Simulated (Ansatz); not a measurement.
Calculation for Hf (beta tin type): DFT, PBE, all-electron LAPW, scalar-relativistic (Ansatz 0.2.0).

The cell comes from a relaxation on PAW files under the same functional, begun from a prototype that needn't be the stable phase.

Command: `ansatz run input.yaml --threads 1 --pin off --max-ram 2048MiB --backend cpu --events-out ev --progress --plain --runs-dir out` It took 88 s on 1 thread of Intel(R) Xeon(R) 6975P-C (Granite Rapids), with other jobs on the host, peak memory 1 GiB.

```yaml
crystal:
  lattice:
    - [-2.7844073953, 2.7844073953, 1.5034544735]
    - [2.7844073953, -2.7844073953, 1.5034544735]
    - [2.7844073953, 2.7844073953, -1.5034544735]
  atoms:
    - { symbol: Hf, position: [-0.375, -0.125, -0.25] }
    - { symbol: Hf, position: [0.375, 0.125, 0.25] }
kpoints:
  mp_grid: { grid: [14, 14, 14] }
  band_path:
    path:
      - [0.0, 0.0, 0.0]
      - [0.0, 0.0, 0.5]
      - [-0.5, 0.5, 0.5]
      - [0.0, 0.0, 0.0]
      - [0.322887829, 0.322887829, -0.322887829]
      - [-0.322887829, 0.677112171, 0.322887829]
      - [-0.5, 0.5, 0.5]
      - [0.0, 0.0, 0.5]
      - [0.25, 0.25, 0.25]
    npoints: 14
scf:
  occupations: { method: fermi_dirac, width: 0.05 }
hamiltonian:
  xc: pbe
  pseudopotentials: { kind: all_electron, lapw: { basis_error: 0.001 } }
output:
  forces: true
  stress: true
  eigenvalues: true
  populations: true
  dos: { projected: true, de: 0.2, e_range: [-14, 8] }
```

Output:

```
Hf: projections on atomic orbitals take those of the free atom 1s2 2s2 2p6 3s2 3p6 3d10 4s2 4p6 4d10 4f14 5s2 5p6 5d2 6s2, of charge +0.00 (hamiltonian.pseudopotentials.projection_atoms)
LAPW: plane waves up to 8.315 Å⁻¹, error target 1.0e-3 eV per atom; small_component_spin mean_spin; Hf in spheres of 1.442 Å, 42 of its electrons in bands, Dirac shells [] (how accurate: hamiltonian.pseudopotentials.lapw.basis_error, Limitations)
Engine: ansatz 0.2.0
Pseudopotentials: kind: all_electron
Pseudopotential: Hf, LAPW, valence charge 42, lapw/all_electron/scalar/gaussian/Hf, Koelling and Harmon's equation, gaussian nucleus
Functional definition: PBE
  parameter kappa = 0.804
  parameter beta = 0.06672455060314922
  exchange = pbe_x(kappa = kappa, mu = beta*pi^2/3)
  correlation = pbe_c(beta = beta)
Crystal: 2 atoms, lattice volume = 46.625 Å³
Basis set: ecut = 263.41992712021414 eV, 451 PW (Γ), FFT grids on a1+a2, a2, a3, exchange–correlation at level 2
Bands: 51, of which v1, the nominal top of the filled ones, is band 42 counted from 1 (41 counted from 0)
Symmetry: 16 space group operations
Space group: I41/amd (ITA 141), of the structure as read, at distance tolerance 3.6e-5 Å
k-points: 244 of 2744
Non-local potential: Hf, projectors of the file, none
Initial density: superposition of atomic densities (chi_scale 0.1, normalization cell)
Initial wavefunctions: plane waves of lowest kinetic energy (no species holds an atomic orbital)
Functional: x = pbe(κ = 0.804, μ = 0.2195149727645171), c = pbe(β = 0.06672455060314922)
iter 1 solved again at ethr=2.57e-4 eV; its pass at ethr=1.00e-1 eV (dr2=2.16e-1 eV) is discarded
SCF iter   1: F=—  HF=-820499.355985 eV  |F-HF|=—  |Δ(HF+E_count)|=         —  Δρ=2.04e-2  dr2=2.16e-1  ethr=2.57e-4  ⟨swp⟩=2.8  Hψ=75129  notcnv=0
preconditioner: auto → Kerker (q_TF=auto, 3.010 Å⁻¹)  [metal: Δε(μ)=0.006 eV  Ē_g=18.423 eV  σ=0.050 eV  W_gap=0.03  n_scr=16 (ndim 8)  ℏωp=37.7 eV  f_vac=0.000  D(μ)=2.15/eV (n_scr^D=16)]
SCF iter   2: F=—  HF=-820499.214816 eV  |F-HF|=—  |Δ(HF+E_count)|=   1.41e-1  Δρ=1.19e-2  dr2=7.71e-2  ethr=2.57e-4  ⟨swp⟩=2.0  Hψ=39272  notcnv=0
SCF iter   3: F=—  HF=-820499.193333 eV  |F-HF|=—  |Δ(HF+E_count)|=   2.15e-2  Δρ=9.19e-3  dr2=4.92e-2  ethr=9.18e-5  ⟨swp⟩=2.0  Hψ=37240  notcnv=0
SCF iter   4: F=—  HF=-820499.180559 eV  |F-HF|=—  |Δ(HF+E_count)|=   1.28e-2  Δρ=4.76e-3  dr2=1.45e-2  ethr=5.85e-5  ⟨swp⟩=2.0  Hψ=35737  notcnv=0
iter 5 solved again at ethr=7.38e-7 eV; its pass at ethr=1.72e-5 eV (dr2=6.20e-4 eV) is discarded
SCF iter   5: F=—  HF=-820499.182051 eV  |F-HF|=—  |Δ(HF+E_count)|=         —  Δρ=1.02e-3  dr2=6.18e-4  ethr=7.38e-7  ⟨swp⟩=2.0  Hψ=62777  notcnv=0
the basis was enlarged: its passes take 86.4 KiB over the memory plan, 1 of 1 planned eigensolver slots
SCF iter   6: F=—  HF=-820499.182123 eV  |F-HF|=—  |Δ(HF+E_count)|=   7.14e-5  Δρ=3.37e-4  dr2=5.15e-5  ethr=7.36e-7  ⟨swp⟩=2.0  Hψ=37239  notcnv=0
SCF iter   7: F=—  HF=-820499.182124 eV  |F-HF|=—  |Δ(HF+E_count)|=   1.77e-6  Δρ=6.84e-5  dr2=2.59e-6  ethr=6.13e-8  ⟨swp⟩=2.0  Hψ=37238  notcnv=0
SCF iter   8: F=—  HF=-820499.182124 eV  |F-HF|=—  |Δ(HF+E_count)|=   1.77e-8  Δρ=2.04e-5  dr2=2.16e-7  ethr=3.09e-9  ⟨swp⟩=2.3  Hψ=37321  notcnv=0
SCF iter   9: F=-820499.182124 eV  HF=-820499.182124 eV  |F-HF|=9.31e-10  |Δ(HF+E_count)|=   1.40e-9  Δρ=5.14e-6  dr2=1.04e-8  ethr=2.58e-10  ⟨swp⟩=2.1  Hψ=37272  notcnv=0
SCF 1 converged in 9 iterations: F = -820499.182124 eV  dr2 = 1.04e-8
NSCF: frozen V_eff on 113 k-points
SCF converged after 9 iterations
Free energy (F): -820499.182124 eV
Harris-Foulkes:  -820499.182124 eV  (|F-HF|=9.31e-10)
Internal energy: -820499.162720 eV  (E = F + TS)
E sigma→0 (E₀):  -820499.172422 eV
Entropy (-TS):   -0.019405 eV (-9.702 meV/atom)
Fermi energy:    18.889590 eV
--- Per-component energies (eV) ---
  E_band       = -7862.237863
  E_kinetic    = 912956.367869
  E_xc         = -16830.157454
  E_electrostatic = -1716625.373134  (all electrons and nuclei)
  E_smearing   = -0.019405  (= −TS)
  E_closure    = 0.000000  (closes the sum)
  E_atoms      = -820485.842060  (free atoms, spherical and without spin; not in F)
  Σ components = -820499.182124   (vs F -820499.182124, Δ=0.00e0)
  Basis errors (estimates in eV, not in F): energy 3.3e-4 per atom: plane waves 2.9e-4 (1.6e-4 summed), levels above the bands 1.1e-74, relativity 6.8e-8, radial functions 4.1e-5, core shells 2.1e-8; eigenvalues (radial functions only) 9.1e-7; not estimated: angular momenta, meshes, grids; target (lapw.basis_error) 1.0e-3; muffin-tin radii Hf 1.442 Å
--- Forces (eV/Å), atoms counted from 1 ---
  atom   1  Hf     0.00000000     0.00000000     0.00000000
  atom   2  Hf    -0.00000000     0.00000000    -0.00000000
  max |Σ_I F_I| component: 1.39e-17 eV/Å
--- Stress (GPa, compression-positive) ---
        0.056003       0.000000      -0.000000
        0.000000       0.056003       0.000000
       -0.000000       0.000000       0.040007
  P = ⅓ Tr σ = 0.0507 GPa (0.507 kbar)
--- Band table (eV; the first three rows and the last of 244) ---
  k-point 0: bands = ["-354.3345", "-354.3345", "-354.3345", "-354.3345", "-354.3282", "-354.3282", "-182.2093", "-182.2093", "-182.1958", "-182.1958", "-182.1958", "-182.1958", "-182.1877", "-182.1877", "-182.1872", "-182.1872", "-42.7987", "-42.6595", "-11.8688", "-11.8688", "-11.0299", "-11.0278", "-11.0278", "-11.0179", "7.2787", "7.2787", "7.2886", "7.2886", "7.2950", "7.2950", "7.2996", "7.2996", "7.3074", "7.3076", "7.3106", "7.3179", "7.3383", "7.3498", "12.1763", "16.0368", "17.8926", "17.9021", "19.1345", "22.8096", "22.8096", "22.8890", "22.8890", "24.1919", "24.1919", "25.6812", "26.9117"]
  k-point 1: bands = ["-354.3345", "-354.3345", "-354.3345", "-354.3345", "-354.3282", "-354.3282", "-182.2093", "-182.2093", "-182.1958", "-182.1958", "-182.1958", "-182.1958", "-182.1877", "-182.1877", "-182.1872", "-182.1872", "-42.7969", "-42.6612", "-11.8603", "-11.8600", "-11.0694", "-11.0408", "-11.0168", "-10.9993", "7.2779", "7.2782", "7.2868", "7.2877", "7.2935", "7.2939", "7.2946", "7.2980", "7.3087", "7.3113", "7.3134", "7.3209", "7.3397", "7.3505", "12.2519", "16.0889", "17.8550", "17.9394", "19.0954", "22.8429", "22.8692", "22.9366", "22.9464", "23.8860", "23.9746", "25.5446", "27.2623"]
  k-point 2: bands = ["-354.3345", "-354.3345", "-354.3345", "-354.3345", "-354.3282", "-354.3282", "-182.2093", "-182.2093", "-182.1958", "-182.1958", "-182.1958", "-182.1958", "-182.1877", "-182.1877", "-182.1872", "-182.1872", "-42.7917", "-42.6663", "-11.8351", "-11.8340", "-11.1212", "-11.0786", "-11.0137", "-10.9797", "7.2752", "7.2770", "7.2814", "7.2854", "7.2892", "7.2913", "7.2916", "7.2944", "7.3111", "7.3128", "7.3221", "7.3272", "7.3434", "7.3523", "12.4753", "16.2299", "17.7591", "18.0520", "18.9929", "22.9089", "22.9797", "23.0725", "23.0880", "23.2629", "23.4655", "25.1607", "28.0443"]
  k-point 243: bands = ["-354.3345", "-354.3345", "-354.3345", "-354.3345", "-354.3282", "-354.3282", "-182.2093", "-182.2093", "-182.1958", "-182.1958", "-182.1958", "-182.1958", "-182.1877", "-182.1877", "-182.1872", "-182.1872", "-42.7282", "-42.7282", "-12.0153", "-12.0153", "-11.0285", "-11.0285", "-10.9306", "-10.9306", "7.2396", "7.2396", "7.2837", "7.2837", "7.2920", "7.2920", "7.3050", "7.3050", "7.3130", "7.3130", "7.3419", "7.3419", "7.3462", "7.3462", "15.6561", "15.6561", "19.0438", "19.0438", "19.1024", "19.1024", "22.1831", "22.1831", "23.4816", "23.4816", "23.5140", "23.5140", "28.2580"]
--- Löwdin populations: 2 sites ---
  site symbol       q [e]
     0     Hf     71.9344
     1     Hf     71.9344
  spilling = 0.000910 (of n_electrons = 144.000000)
```

populations.tsv:

```
# site	symbol	l	j	q
# orbitals = lowdin
# n_electrons = 144.000000
# spilling = 0.000910
# projection_atom_Hf: 1s2 2s2 2p6 3s2 3p6 3d10 4s2 4p6 4d10 4f14 5s2 5p6 5d2 6s2
0	Hf	0_1S	-	1.999999
0	Hf	0_2S	-	1.999977
0	Hf	0_3S	-	1.999712
0	Hf	0_4S	-	1.997041
0	Hf	0_5S	-	1.952448
0	Hf	0_6S	-	0.844636
0	Hf	1_2P	-	6.000000
0	Hf	1_3P	-	5.999997
0	Hf	1_4P	-	5.999783
0	Hf	1_5P	-	5.964832
0	Hf	2_3D	-	10.000000
0	Hf	2_4D	-	9.999947
0	Hf	2_5D	-	3.179928
0	Hf	3_4F	-	13.996145
1	Hf	0_1S	-	1.999999
1	Hf	0_2S	-	1.999977
1	Hf	0_3S	-	1.999712
1	Hf	0_4S	-	1.997041
1	Hf	0_5S	-	1.952448
1	Hf	0_6S	-	0.844636
1	Hf	1_2P	-	6.000000
1	Hf	1_3P	-	5.999997
1	Hf	1_4P	-	5.999783
1	Hf	1_5P	-	5.964832
1	Hf	2_3D	-	10.000000
1	Hf	2_4D	-	9.999947
1	Hf	2_5D	-	3.179928
1	Hf	3_4F	-	13.996145
```

Next run (volume at 0.95 of the series' base cell), as changes to the input before:

```diff
   lattice:
-    - [-2.7844073953, 2.7844073953, 1.5034544735]
-    - [2.7844073953, -2.7844073953, 1.5034544735]
-    - [2.7844073953, 2.7844073953, -1.5034544735]
+    - [-2.7334440183, 2.7334440183, 1.482037103]
+    - [2.7334440183, -2.7334440183, 1.482037103]
+    - [2.7334440183, 2.7334440183, -1.482037103]
   atoms:
   mp_grid: { grid: [14, 14, 14] }
-  band_path:
-    path:
-      - [0.0, 0.0, 0.0]
-      - [0.0, 0.0, 0.5]
-      - [-0.5, 0.5, 0.5]
-      - [0.0, 0.0, 0.0]
-      - [0.322887829, 0.322887829, -0.322887829]
-      - [-0.322887829, 0.677112171, 0.322887829]
-      - [-0.5, 0.5, 0.5]
-      - [0.0, 0.0, 0.5]
-      - [0.25, 0.25, 0.25]
-    npoints: 14
 scf:
   populations: true
-  dos: { projected: true, de: 0.2, e_range: [-14, 8] }
```

Command: `ansatz run input.yaml --threads 1 --pin off --max-ram 2048MiB --backend cpu --events-out ev --progress --plain --runs-dir out` It took 72 s on 1 thread of Intel(R) Xeon(R) 6975P-C (Granite Rapids), with other jobs on the host, peak memory 1 GiB.

Results part of the output:

```
SCF 1 converged in 9 iterations: F = -820499.147668 eV  dr2 = 5.62e-9
SCF converged after 9 iterations
Free energy (F): -820499.147668 eV
Harris-Foulkes:  -820499.147668 eV  (|F-HF|=9.31e-10)
Internal energy: -820499.128792 eV  (E = F + TS)
E sigma→0 (E₀):  -820499.138230 eV
Entropy (-TS):   -0.018876 eV (-9.438 meV/atom)
Fermi energy:    19.990288 eV
--- Per-component energies (eV) ---
  E_band       = -7760.254843
  E_kinetic    = 912960.214763
  E_xc         = -16831.385921
  E_electrostatic = -1716627.957635  (all electrons and nuclei)
  E_smearing   = -0.018876  (= −TS)
  E_closure    = 0.000000  (closes the sum)
  E_atoms      = -820485.842060  (free atoms, spherical and without spin; not in F)
  Σ components = -820499.147668   (vs F -820499.147668, Δ=0.00e0)
[... lines left out ...]
  atom   2  Hf    -0.00000000     0.00000000    -0.00000000
  max |Σ_I F_I| component: 1.11e-16 eV/Å
--- Stress (GPa, compression-positive) ---
        4.873096       0.000000      -0.000000
        0.000000       4.873096       0.000000
       -0.000000       0.000000       4.883663
  P = ⅓ Tr σ = 4.8766 GPa (48.766 kbar)
--- Band table (eV; the first three rows and the last of 244) ---
  k-point 0: bands = ["-353.1002", "-353.1002", "-353.1002", "-353.1002", "-353.0882", "-353.0882", "-180.9739", "-180.9739", "-180.9568", "-180.9568", "-180.9568", "-180.9568", "-180.9528", "-180.9527", "-180.9469", "-180.9469", "-41.5851", "-41.4109", "-10.7385", "-10.7385", "-9.7629", "-9.7535", "-9.7535", "-9.7488", "8.5127", "8.5127", "8.5241", "8.5241", "8.5276", "8.5276", "8.5317", "8.5317", "8.5422", "8.5460", "8.5495", "8.5543", "8.5809", "8.5946", "13.1381", "16.8966", "18.9209", "18.9703", "20.2343", "24.0230", "24.0230", "24.1264", "24.1264", "25.7336", "25.7336", "27.1995", "28.5022"]
  k-point 1: bands = ["-353.1002", "-353.1002", "-353.1002", "-353.1002", "-353.0882", "-353.0882", "-180.9739", "-180.9739", "-180.9568", "-180.9568", "-180.9568", "-180.9568", "-180.9528", "-180.9527", "-180.9469", "-180.9469", "-41.5830", "-41.4131", "-10.7288", "-10.7283", "-9.8057", "-9.7690", "-9.7476", "-9.7236", "8.5116", "8.5121", "8.5211", "8.5230", "8.5263", "8.5264", "8.5265", "8.5301", "8.5471", "8.5489", "8.5502", "8.5580", "8.5826", "8.5954", "13.2185", "16.9541", "18.9307", "18.9617", "20.1911", "24.0606", "24.0915", "24.1790", "24.1913", "25.3954", "25.5054", "27.0494", "28.8842"]
  k-point 2: bands = ["-353.1002", "-353.1002", "-353.1002", "-353.1002", "-353.0882", "-353.0882", "-180.9739", "-180.9739", "-180.9568", "-180.9568", "-180.9568", "-180.9568", "-180.9528", "-180.9527", "-180.9469", "-180.9469", "-41.5765", "-41.4195", "-10.6999", "-10.6981", "-9.8662", "-9.8141", "-9.7439", "-9.7011", "8.5075", "8.5106", "8.5137", "8.5203", "8.5209", "8.5236", "8.5251", "8.5261", "8.5497", "8.5518", "8.5591", "8.5655", "8.5868", "8.5974", "13.4560", "17.1129", "18.8293", "19.0847", "20.0782", "24.1540", "24.2490", "24.3296", "24.3525", "24.6978", "24.9401", "26.6291", "29.7230"]
  k-point 243: bands = ["-353.1002", "-353.1002", "-353.1002", "-353.1002", "-353.0882", "-353.0882", "-180.9739", "-180.9739", "-180.9568", "-180.9568", "-180.9568", "-180.9568", "-180.9528", "-180.9528", "-180.9469", "-180.9469", "-41.4969", "-41.4969", "-10.9157", "-10.9157", "-9.7618", "-9.7618", "-9.6374", "-9.6374", "8.4621", "8.4621", "8.5182", "8.5182", "8.5282", "8.5282", "8.5427", "8.5427", "8.5488", "8.5488", "8.5849", "8.5849", "8.5863", "8.5863", "16.7157", "16.7157", "20.2070", "20.2070", "20.2810", "20.2810", "23.4260", "23.4260", "24.7977", "24.7977", "24.8192", "24.8192", "29.9920"]
--- Löwdin populations: 2 sites ---
  site symbol       q [e]
     0     Hf     71.9447
     1     Hf     71.9447
  spilling = 0.000768 (of n_electrons = 144.000000)
```

Next run (volume at 0.85 of the series' base cell), as changes to the input before:

```diff
   lattice:
-    - [-2.7334440183, 2.7334440183, 1.482037103]
-    - [2.7334440183, -2.7334440183, 1.482037103]
-    - [2.7334440183, 2.7334440183, -1.482037103]
+    - [-2.6269914606, 2.6269914606, 1.4356793123]
+    - [2.6269914606, -2.6269914606, 1.4356793123]
+    - [2.6269914606, 2.6269914606, -1.4356793123]
   atoms:
```

Results part of the output:

```
SCF 1 converged in 9 iterations: F = -820498.820146 eV  dr2 = 1.31e-8
SCF converged after 9 iterations
Free energy (F): -820498.820146 eV
Harris-Foulkes:  -820498.820146 eV  (|F-HF|=3.96e-9)
Internal energy: -820498.802131 eV  (E = F + TS)
E sigma→0 (E₀):  -820498.811139 eV
Entropy (-TS):   -0.018015 eV (-9.007 meV/atom)
Fermi energy:    22.555640 eV
--- Per-component energies (eV) ---
  E_band       = -7526.071792
  E_kinetic    = 912969.711380
  E_xc         = -16834.228940
  E_electrostatic = -1716634.284571  (all electrons and nuclei)
  E_smearing   = -0.018015  (= −TS)
  E_closure    = 0.000000  (closes the sum)
  E_atoms      = -820485.842060  (free atoms, spherical and without spin; not in F)
  Σ components = -820498.820146   (vs F -820498.820146, Δ=0.00e0)
[... lines left out ...]
  atom   2  Hf     0.00000000    -0.00000000     0.00000000
  max |Σ_I F_I| component: 0.00e0 eV/Å
--- Stress (GPa, compression-positive) ---
       18.762535      -0.000000       0.000000
       -0.000000      18.762535       0.000000
        0.000000       0.000000      18.815663
  P = ⅓ Tr σ = 18.7802 GPa (187.802 kbar)
--- Band table (eV; the first three rows and the last of 244) ---
  k-point 0: bands = ["-350.2683", "-350.2683", "-350.2683", "-350.2683", "-350.2444", "-350.2444", "-178.1394", "-178.1394", "-178.1209", "-178.1208", "-178.1147", "-178.1147", "-178.1147", "-178.1147", "-178.1011", "-178.1011", "-38.8181", "-38.5398", "-8.1752", "-8.1752", "-6.8433", "-6.8237", "-6.8092", "-6.8092", "11.3408", "11.3408", "11.3544", "11.3544", "11.3574", "11.3574", "11.3575", "11.3575", "11.3735", "11.3873", "11.3900", "11.3922", "11.4318", "11.4513", "15.4276", "18.8876", "21.2849", "21.4618", "22.7766", "26.8208", "26.8208", "26.9864", "26.9864", "29.3824", "29.3824", "30.7339", "32.2077"]
  k-point 1: bands = ["-350.2683", "-350.2683", "-350.2683", "-350.2683", "-350.2444", "-350.2444", "-178.1394", "-178.1394", "-178.1209", "-178.1208", "-178.1147", "-178.1147", "-178.1147", "-178.1147", "-178.1011", "-178.1011", "-38.8146", "-38.5433", "-8.1624", "-8.1614", "-6.8938", "-6.8316", "-6.8220", "-6.7770", "11.3382", "11.3400", "11.3488", "11.3515", "11.3532", "11.3555", "11.3556", "11.3567", "11.3826", "11.3887", "11.3930", "11.3955", "11.4340", "11.4523", "15.5200", "18.9585", "21.3345", "21.4172", "22.7235", "26.8674", "26.9084", "27.0513", "27.0699", "28.9606", "29.1307", "30.5508", "32.6716"]
  k-point 2: bands = ["-350.2683", "-350.2683", "-350.2683", "-350.2683", "-350.2444", "-350.2444", "-178.1394", "-178.1394", "-178.1209", "-178.1208", "-178.1147", "-178.1147", "-178.1147", "-178.1147", "-178.1011", "-178.1011", "-38.8043", "-38.5535", "-8.1241", "-8.1204", "-6.9765", "-6.8967", "-6.8169", "-6.7481", "11.3293", "11.3373", "11.3377", "11.3473", "11.3499", "11.3505", "11.3512", "11.3549", "11.3921", "11.3950", "11.3969", "11.4067", "11.4398", "11.4550", "15.7920", "19.1590", "21.3018", "21.4836", "22.5862", "26.9971", "27.1378", "27.2376", "27.2792", "28.1080", "28.4750", "30.0411", "33.6483"]
  k-point 243: bands = ["-350.2683", "-350.2683", "-350.2683", "-350.2683", "-350.2444", "-350.2444", "-178.1394", "-178.1394", "-178.1209", "-178.1209", "-178.1147", "-178.1147", "-178.1147", "-178.1147", "-178.1011", "-178.1011", "-38.6768", "-38.6768", "-8.4378", "-8.4378", "-6.8434", "-6.8434", "-6.6411", "-6.6411", "11.2620", "11.2620", "11.3477", "11.3477", "11.3625", "11.3625", "11.3818", "11.3818", "11.3830", "11.3830", "11.4339", "11.4339", "11.4367", "11.4367", "19.1923", "19.1923", "22.7746", "22.7746", "23.2112", "23.2112", "26.3030", "26.3030", "27.8430", "27.8430", "27.8620", "27.8620", "34.0405"]
--- Löwdin populations: 2 sites ---
  site symbol       q [e]
     0     Hf     71.9614
     1     Hf     71.9614
  spilling = 0.000536 (of n_electrons = 144.000000)
```

Spin–orbit coupling is left out, which matters for the heavy atoms.
